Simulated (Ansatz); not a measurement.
**From the elastic tensor of BAs to moduli and sound speeds**

Theory: Ansatz, DFT PBE, scalar-relativistic, plane waves, PAW. Settings: 420 eV plane-wave cutoff, Γ-centred 10×10×10 mesh, fixed occupations. No spin polarisation.

The structure is cubic, space group F-43m (No. 216). The conventional cell has a = 4.809 Å, b = 4.809 Å, c = 4.809 Å, α = 90.00°, β = 90.00°, γ = 90.00°. B (site symmetry -43m) has 4 As at 2.08 Å as nearest neighbours. As (site symmetry -43m) is surrounded by 4 B at 2.08 Å.

Relaxed-ion constants (GPa, on the Cartesian axes of the calculation):
C11 = 267.0, C12 = 63.7, C13 = 63.7, C22 = 267.0, C23 = 63.7, C33 = 267.0, C44 = 145.0, C55 = 145.0, C66 = 145.0 GPa; the others vanish.

Density 5.119 g/cm³; 2 atoms in 27.81 Å³.

The values that follow are for a polycrystal of randomly turned grains, by Hill's mean where one number stands.

With S = C⁻¹: B_V = (C11+C22+C33+2(C12+C13+C23))/9, G_V = (C11+C22+C33−C12−C13−C23+3(C44+C55+C66))/15, 1/B_R = S11+S22+S33+2(S12+S13+S23), 15/G_R = 4(S11+S22+S33−S12−S13−S23)+3(S44+S55+S66); Hill is their mean. Then v_l = √((B+4G/3)/ρ), v_t = √(G/ρ), v_m = [(2/v_t³+1/v_l³)/3]^(−1/3) and Θ = (ħ/k_B)·v_m·(6π²n/V)^(1/3) for n atoms in the volume V; E = 9BG/(3B+G), ν = (3B−2G)/(2(3B+G)) and A^U = 5G_V/G_R + B_V/B_R − 6.

| Item | Value |
| --- | --- |
| Bulk modulus, Voigt / Reuss / Hill | 131.5 / 131.5 / 131.5 GPa |
| Shear modulus, Voigt / Reuss / Hill | 127.7 / 123.9 / 125.8 GPa |
| Young's modulus | 286 GPa |
| Poisson ratio | 0.137 |
| Pugh ratio B/G | 1.05 |
| Universal anisotropy index | 0.15 |
| Longitudinal and transverse sound speeds | 7645 and 4957 m/s |
| Debye temperature from the mean sound speed | 673 K |

Cost: 1 run of about 1.1 core-minutes, on Arm Neoverse V2 (shared hosts).

BAs resists shear almost as strongly as compression, as expected of a tetrahedral network of directional sp³ bonds. Boron and arsenic differ little in electronegativity, so the bonding is largely covalent, and changing the bond angles costs much energy. This shows in C44 lying well above C12, the reverse of the order usual in metals, and in the low Poisson ratio of 0.137. The low B/G suggests brittle behaviour, though that is an empirical correlation and not a calculated fracture property.

The crystal is not elastically isotropic: C44 exceeds half the difference between C11 and C12, so Young's modulus is largest along the ⟨111⟩ bond directions and smallest along the cube axes. The short, stiff bonds keep the sound speeds high despite the heavy arsenic. The constants satisfy the cubic conditions for stability against small homogeneous strains. They do not account for the well-known high thermal conductivity of BAs, which depends also on the gap between acoustic and optical phonons and on anharmonic scattering.
